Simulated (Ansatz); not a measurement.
Write the native input for Ansatz 0.2.0 that does the following.

| Quantity | Value |
| --- | --- |
| Task | relaxation of cell and atoms |
| Functional | RPBE |
| Potentials or basis | all-electron LAPW, scalar-relativistic |
| Basis error allowed | 0.001 eV/atom |
| k mesh | 10 × 10 × 10 |
| Occupations | fermi-dirac, width 0.05 eV |
| Spin | collinear spin, ferromagnetic start |
| Starting moments | [4.0, 0.0] μB |

MnO:

```
CELL_PARAMETERS angstrom
0.00000 2.22391 2.22391
2.22391 0.00000 2.22391
2.22391 2.22391 0.00000
ATOMIC_POSITIONS crystal
Mn 0.00000 0.00000 0.00000
O 0.50000 0.50000 0.50000
```

The cell is a database's computed one.

The input as run:

input.yaml

```yaml
crystal:
  lattice:
    - [0.0, 2.2239077028, 2.2239077028]
    - [2.2239077028, 0.0, 2.2239077028]
    - [2.2239077028, 2.2239077028, 0.0]
  atoms:
    - { symbol: Mn, position: [0.0, 0.0, 0.0], spin: 4.0 }
    - { symbol: O, position: [0.5, 0.5, 0.5] }
kpoints:
  mp_grid: { grid: [10, 10, 10] }
scf:
  occupations: { method: fermi_dirac, width: 0.05 }
hamiltonian:
  xc: rpbe
  pseudopotentials: { kind: all_electron, lapw: { basis_error: 0.001 } }
magnetization:
  spin_polarized: true
output:
  forces: true
  stress: true
relax:
  f_tol: 0.005
  max_steps: 60
  cell: {}
```

Potentials or basis: all-electron LAPW, scalar-relativistic.

Launch:

```sh
$ ansatz run input.yaml --threads 2 --pin off --max-ram 6144MiB --backend cpu --events-out ev --progress --plain --runs-dir out
```

Results of the run:

The relaxed volume is 11.56 Å³/atom. The relaxed cell is a = 3.198 Å, b = 3.198 Å, c = 3.198 Å, α = 60.00°, β = 60.00°, γ = 60.00° and the space group after relaxing (to 0.05 Å) is Fm-3m (No. 225). The energy gained by relaxing is 9.5 meV/atom, the ionic steps are 5 and the pressure after relaxing is 0.0 GPa. The net moment is 4.92 μB per cell and the absolute moment is 4.92 μB per cell. The site moments are Mn +4.43; O +0.23 μB.

Caveat: a cell with one magnetic atom can't hold antiferromagnetic order, which such compounds often take.

Wall time 33 s on 2 threads of Arm Neoverse V1, with other jobs on the host, peak memory 0.41 GiB.
